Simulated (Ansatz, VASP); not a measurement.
This is a calculation of Au for Ansatz 0.2.0.

File input.yaml:

```yaml
crystal:
  lattice:
    - [0.0, 2.035, 2.035]
    - [2.035, 0.0, 2.035]
    - [2.035, 2.035, 0.0]
  atoms:
    - { symbol: Au, position: [0.0, 0.0, 0.0] }
hamiltonian:
  xc: pbesol
  pseudopotentials: { kind: paw }
kpoints:
  mp_grid: { grid: [11, 11, 11] }
scf:
  occupations: { method: fermi_dirac, width: 0.05 }
output:
  forces: true
  stress: true
relax:
  f_tol: 0.01
  max_steps: 40
  cell: { stress_tol: 0.05 }
```

Potentials or basis: Ansatz PAW.

Command:

```console
$ ansatz run input.yaml --threads 2 --pin off --max-ram 5632MiB --backend cpu --events-out ev --progress --plain --runs-dir out
```

**Question.** Translate it to VASP 6.6.1. Potentials there: VASP PAW PBE potentials, release 64 (Au).

**Answer.** As run (the cutoff follows the program's own potentials):

INCAR

```
ALGO = Fast ; EDIFF = 1E-7
EDIFFG = -0.01 ; ENCUT = 600
GGA = PS ; IBRION = 2
ISIF = 3 ; ISMEAR = -1
LASPH = T ; LCHARG = F
LREAL = F ; LWAVE = F
NELM = 100 ; NSW = 60
PREC = Accurate ; SIGMA = 0.05
```

The input KPOINTS:

```
k-points
0
Gamma
  11 11 11
```

Contents of POSCAR:

```
Au
1.0
    0.0000000000      2.0350000000      2.0350000000
    2.0350000000      0.0000000000      2.0350000000
    2.0350000000      2.0350000000      0.0000000000
Au
1
Direct
    0.0000000000      0.0000000000      0.0000000000
```

Potentials or basis: VASP PAW PBE potentials, release 64 (Au).

Command:

```bash
$ cat potpaw_PBE.64/Au/POTCAR > POTCAR
$ mpirun -np 1 vasp_std > vasp.out
```

Both were run:

|  | VASP | Ansatz | Ansatz less VASP |
| --- | --- | --- | --- |
| relaxed volume (Å³/atom) | 16.99 | 17.01 | +0.022 |
| relaxed cell length with the largest relative difference (Å) | 2.886 | 2.887 | +0.0013 |

The two sets of potentials don't hold the same shells in valence.

Caveats: the PAW data sets were made with another functional, which shifts forces and pressure a little (VASP); the PAW data sets come from PBE, with cores solved anew for the run's functional, which leaves a small shift of forces and pressure (Ansatz). Zero-point motion and thermal expansion aren't in these numbers. Spin-orbit coupling is left out, which matters for the levels of Au.
